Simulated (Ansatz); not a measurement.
MnAs in Ansatz, relaxation

Launch command:

```bash
ansatz run input.yaml --threads 2 --pin off --max-ram 4096MiB --backend cpu --events-out ev --progress --plain --runs-dir out
```

input.yaml:

```yaml
crystal:
  lattice:
    - [5.52282175, 0.0, 0.0]
    - [0.0, 3.43128543, 0.0]
    - [0.0, 0.0, 6.13390012]
  atoms:
    - { symbol: Mn, position: [0.015, 0.25, 0.2] }
    - { symbol: Mn, position: [0.485, 0.75, 0.7] }
    - { symbol: Mn, position: [0.515, 0.25, 0.3] }
    - { symbol: Mn, position: [0.985, 0.75, 0.8] }
    - { symbol: As, position: [0.2, 0.25, 0.57] }
    - { symbol: As, position: [0.3, 0.75, 0.07] }
    - { symbol: As, position: [0.7, 0.25, 0.93] }
    - { symbol: As, position: [0.8, 0.75, 0.43] }
kpoints:
  mp_grid: { grid: [4, 6, 3], shift: [0, 0, 0] }
magnetization:
  spin_polarized: true
scf:
  occupations: { method: fermi_dirac, width: 0.0109 }
  lower_state_search: "off"
hamiltonian:
  pseudopotentials: { kind: paw }
  xc: pbe
basis:
  ecutwfc: 420
  fft_grid_basis: typed
relax:
  max_steps: 60
  cell: { p_target: 0.0 }
output:
  forces: true
  stress: true
  eigenvalues: true
  bader: true
  populations: true
  elf: true
  write_potential: true
  volumetric_format: npy
  dos:
    e_range: [-12, 8]
    de: 0.05
    projected: { site_lists: { As: [As], Mn: [Mn] } }
checkpoint:
  read: saved_state
```

Origin of the cell: a database entry, scaled a little.

The saved state is a converged single point of the same cell, with its larger moments on Mn1 up, Mn2 up, Mn3 up, Mn4 up.

Steps («new basis» is an SCF on plane waves selected anew at the same cell):

| step | ΔF (meV/atom) | max force component (eV/Å) | P (GPa) | volume (Å³) | SCF iterations | step was |
| --- | --- | --- | --- | --- | --- | --- |
| 1 | 0.0 | 0.519 | -2.99 | 116.24 | 8 | accepted |
| 2 | -18.8 | 0.312 | -0.08 | 113.65 | 8 | accepted |
| 3 | -23.8 | 0.098 | 0.51 | 113.34 | 8 | accepted |
| 4 | -24.3 | 0.011 | -0.25 | 113.91 | 7 | accepted |
| 5 | -24.3 | 0.011 | 0.01 | 113.74 | 5 | accepted |
| 6 | -24.3 | 0.002 | -0.02 | 113.74 | 6 | accepted |
| 7 | -24.3 | 0.002 | -0.02 | 113.74 | 7 | new basis |

Step 1, with forces in eV/Å:

```xyz
8
Lattice="5.523 0.000 0.000 0.000 3.431 0.000 0.000 0.000 6.134" Properties=species:S:1:pos:R:3:forces:R:3 pbc="T T T" step=1
Mn    0.083    0.858    1.227   -0.519    0.000   -0.309
Mn    2.679    2.573    4.294    0.519    0.000   -0.309
Mn    2.844    0.858    1.840   -0.519    0.000    0.309
Mn    5.440    2.573    4.907    0.519    0.000    0.309
As    1.105    0.858    3.496   -0.061    0.000    0.386
As    1.657    2.573    0.429    0.061    0.000    0.386
As    3.866    0.858    5.705   -0.061    0.000   -0.386
As    4.418    2.573    2.638    0.061    0.000   -0.386
```

Step 2, with forces in eV/Å:

```xyz
8
Lattice="5.483 0.000 0.000 0.000 3.444 0.000 0.000 0.000 6.019" Properties=species:S:1:pos:R:3:forces:R:3 pbc="T T T" step=2
Mn    0.058    0.861    1.168   -0.312    0.000   -0.194
Mn    2.683    2.583    4.178    0.312    0.000   -0.194
Mn    2.800    0.861    1.841   -0.312    0.000    0.194
Mn    5.425    2.583    4.850    0.312    0.000    0.194
As    1.074    0.861    3.471   -0.003    0.000    0.178
As    1.668    2.583    0.462    0.003    0.000    0.178
As    3.815    0.861    5.557   -0.003    0.000   -0.178
As    4.409    2.583    2.547    0.003    0.000   -0.178
```

Step 3, with forces in eV/Å:

```xyz
8
Lattice="5.524 0.000 0.000 0.000 3.427 0.000 0.000 0.000 5.987" Properties=species:S:1:pos:R:3:forces:R:3 pbc="T T T" step=3
Mn    0.014    0.857    1.130    0.098    0.000    0.063
Mn    2.748    2.570    4.123   -0.098    0.000    0.063
Mn    2.776    0.857    1.863    0.098    0.000   -0.063
Mn    5.510    2.570    4.857   -0.098    0.000   -0.063
As    1.075    0.857    3.482    0.027    0.000    0.051
As    1.688    2.570    0.489   -0.027    0.000    0.051
As    3.837    0.857    5.498    0.027    0.000   -0.051
As    4.450    2.570    2.504   -0.027    0.000   -0.051
```

Step 4, with forces in eV/Å:

```xyz
8
Lattice="5.515 0.000 0.000 0.000 3.432 0.000 0.000 0.000 6.018" Properties=species:S:1:pos:R:3:forces:R:3 pbc="T T T" step=4
Mn    0.021    0.858    1.144   -0.011    0.000   -0.003
Mn    2.736    2.574    4.152    0.011    0.000   -0.003
Mn    2.779    0.858    1.865   -0.011    0.000    0.003
Mn    5.494    2.574    4.874    0.011    0.000    0.003
As    1.079    0.858    3.502    0.007    0.000   -0.004
As    1.679    2.574    0.493   -0.007    0.000   -0.004
As    3.836    0.858    5.524    0.007    0.000    0.004
As    4.437    2.574    2.516   -0.007    0.000    0.004
```

Step 7, with forces in eV/Å:

```xyz
8
Lattice="5.510 0.000 0.000 0.000 3.436 0.000 0.000 0.000 6.007" Properties=species:S:1:pos:R:3:forces:R:3 pbc="T T T" step=7
Mn    0.021    0.859    1.141   -0.001    0.000    0.002
Mn    2.734    2.577    4.145    0.001    0.000    0.002
Mn    2.776    0.859    1.862   -0.001    0.000   -0.002
Mn    5.489    2.577    4.866    0.001    0.000   -0.002
As    1.077    0.859    3.498    0.001    0.000    0.000
As    1.678    2.577    0.494   -0.001    0.000    0.000
As    3.832    0.859    5.513    0.001    0.000    0.000
As    4.433    2.577    2.510   -0.001    0.000    0.000
```

| Property | Result |
| --- | --- |
| Free energy lowered by | 24.3 meV/atom |
| Volume change | -2.15 % |
| Final pressure | -0.02 GPa |
| Relaxation steps listed | 7 |
| Formation energy (elements under the same functional, gases as molecules, uncorrected) | -0.251 eV/atom |
| Site moments at the end (small spheres, which read low) | Mn1 +1.8, Mn2 +1.8, Mn3 +1.8, Mn4 +1.8 μB |
| Total moment | 7.01 μB |

Caveats: the k mesh is coarse if the cell is a metal; the relaxation held the start's symmetry, so the end may be a saddle point.

It ran for 3.2 min on 2 threads of Arm Neoverse V1, with other jobs on the host, peak memory 0.65 GiB, from a saved density.
